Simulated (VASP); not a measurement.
P, 1 atom in the cell. It takes space group Pm-3m (No. 221, cubic). Conventional cell: a = 2.410 Å, b = 2.410 Å, c = 2.410 Å, α = 90.00°, β = 90.00°, γ = 90.00°. P (site symmetry m-3m) has 6 P at 2.41 Å as nearest neighbours. This isn't the form of P at room conditions, which is orthorhombic. The cell isn't the ideal one: cell and atoms relaxed tightly for response.

```yaml
Program: VASP 6.6.1
Task: single point
Functional: PBE
Dispersion: D3(BJ)
Potentials_or_basis: VASP PAW PBE potentials, release 64 (P)
Cutoff: 520 eV
k_mesh: 20 × 20 × 20
Occupations: fermi-dirac, width 0.15 eV
Spin: no spin polarisation
Dipole_correction: no
Further_INCAR_settings: ALGO = Fast; EDIFF = 1e-06; NBANDS = 8
```

Potentials or basis: VASP PAW PBE potentials, release 64 (P).

The run is started by

```bash
$ cat potpaw_PBE.64/P/POTCAR > POTCAR
$ mpirun -np 1 vasp_std > vasp.out
```

Hardware: 1 thread of AMD EPYC 9R45 (Zen 5), on a shared host.

Task: Estimate the wall time of this run.

Result: Wall time 10 s on 1 thread of AMD EPYC 9R45 (Zen 5), with other jobs on the host, peak memory 0.11 GiB. Counts: scf iterations 10, k points 286.
